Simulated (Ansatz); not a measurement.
MgO at 1 GPa: from Born charge to LO–TO splitting and polaron coupling

Theory: DFT PBE, scalar-relativistic, plane waves, PAW in Ansatz. Plane waves to 420 eV; Γ-centred k mesh 10×10×10; fixed occupations. No spin polarisation. Phonons by linear response, acoustic sum rule imposed.

The cell, relaxed at 1 GPa:
```cif
data_structure
_symmetry_space_group_name_H-M 'Fm-3m'
_symmetry_Int_Tables_number 225
_cell_length_a 4.2444
_cell_length_b 4.2444
_cell_length_c 4.2444
_cell_angle_alpha 90.000
_cell_angle_beta 90.000
_cell_angle_gamma 90.000
_cell_volume 76.46
loop_
_atom_site_label
_atom_site_type_symbol
_atom_site_symmetry_multiplicity
_atom_site_Wyckoff_symbol
_atom_site_fract_x
_atom_site_fract_y
_atom_site_fract_z
_atom_site_occupancy
Mg1 Mg 4 a 0.00000 0.00000 0.00000 1
O1 O 4 b 0.50000 0.00000 0.00000 1
```

Linear response gives ν_TO = 370.8 cm⁻¹, Born charges ±1.996 e (positive on Mg) and ε∞ = 3.232. The primitive cell holds 19.116 Å³, and the masses are 24.305 and 15.999 amu.

Problem. Find ν_LO and the static dielectric constant.

Solution. The long-wave field adds a restoring force: ω_LO² − ω_TO² = Z*²e²/(ε_vac ε∞ μV). In these units ν_LO² − ν_TO² = 4.92064×10⁷ Z*²/(μ V ε∞) cm⁻², with μ = m₁m₂/(m₁ + m₂) = 9.648 amu: 328719 cm⁻². So ν_LO = √(370.8² + 328719) = 682.8 cm⁻¹, and the run gives 682.8. Lyddane–Sachs–Teller then gives ε0 = ε∞ (ν_LO/ν_TO)² = 10.96, against 10.96 in the run (it forms both from the same three quantities, so the match checks the arithmetic only). Between ν_TO and ν_LO the dielectric function is negative and an undamped crystal reflects fully: a reststrahlen band from 14.6 to 27.0 μm.

Problem. What do the Clausius–Mossotti polarisability and the Szigeti charge come to?

Solution. With the Lorentz local field, α = (3V/4π)(ε∞ − 1)/(ε∞ + 2) = 1.95 Å³ for the pair, and e_S = 3Z*/(ε∞ + 2) = 1.14 e. The Born charge includes the electrons' response to the dipole's own local field, and e_S takes that enhancement out. The Lorentz field assumes point-like polarisable ions, a fair picture at this small ε∞.

Problem. How strongly does a slow electron couple to the LO mode?

Solution. For one isotropic parabolic band, Fröhlich's constant is α_F = (1/ε∞ − 1/ε0) √(m* Ry/ħω_LO), with Ry = 13.606 eV, ħω_LO = 84.7 meV and m* in free-electron masses: α_F = 0.2182 × 12.68 × √m* = 2.77 √m*. The band mass isn't part of this run; for m* = 0.1, 0.3 and 1 it gives 0.87, 1.51, 2.77. In weak coupling the polaron lies α_F ħω_LO below the band edge (128 meV at m* = 0.3) with a mass m*(1 + α_F/6); past α_F of about 5 or 6 that expansion fails. A semilocal functional's ε∞ tends to be too large, which taken alone lowers α_F.

Cost: 1 run of about 0.37 core-minutes, on Intel Xeon Processor @ 2.50GHz (Skylake/Cascade Lake) (shared hosts).

The wide LO-TO splitting reflects nearly full ionic charges in a small cell of light atoms, with only weak electronic screening of the long-range field. Lattice displacement therefore supplies most of the static dielectric constant: 10.96, against an electronic part of 3.232. A Born charge close to the nominal ionic value fits a closed-shell ionic solid, but it is a dynamical quantity and doesn't measure static charge transfer. The smaller Szigeti charge likewise points to short-range deformation of the ions as they move, not simply to covalency.

The TO frequency lies below the well-known measured value and the static constant above it. PBE's tendency to underbind, which softens the short-range restoring force, is the probable main cause; the modest pressure would act the other way.

For electrons, the dispersive, s-like conduction band of MgO suggests a light mass and hence a large polaron with weak to intermediate coupling. This doesn't carry over to holes, whose flatter, degenerate O 2p bands fall outside the single-band model and may favour self-trapping.
